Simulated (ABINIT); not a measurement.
Input of an ABINIT 10.8.3 (patched build) run:

run.abi

```
# Pseudopotentials
pp_dirpath "./"
pseudos "82_Pb_14_3.0_3.1_pbe_n_v1.0.psp8, 34_Se_16_1.9_2.1_pbe_n_v1.0.psp8"

# Structure
acell 4.392754309 4.392754309 4.392754309 Angstrom
rprim
     0.0000000000     0.7071067812     0.7071067812
     0.7071067812     0.0000000000     0.7071067812
     0.7071067812     0.7071067812     0.0000000000
ntypat 2
znucl 82 34
natom 2
typat 1 2
xred
     0.0000000000     0.0000000000     0.0000000000
     0.5000000000     0.5000000000     0.5000000000
chkprim 0
chksymtnons 0
tolsym 1.0e-6

# Plane-wave basis
ecut 34.0

# k points
kptopt 1
ngkpt 6 6 6
nshiftk 1
shiftk 0.0 0.0 0.0

# Exchange and correlation
ixc 11

# Bands and occupations
nband 19
occopt 3
tsmear 0.00183747

# SCF cycle
nstep 100
tolvrs 1.0e-10

# Output
iomode 3
prtwf 0
prtden 0
prteig 0
prtebands 0
```

Potentials or basis: SPMS NC PBE v1.0.

Command:

```console
$ abinit run.abi > log 2>&1
```

(1) What does it give for the band gap on the k mesh?

(2) What does it give for the pressure?

## Answers

(1) 0.44 eV, direct.

(2) 0.0 GPa.

Caveat: spin-orbit coupling is left out, which as a rule narrows the gap of such compounds by several tenths of an eV.
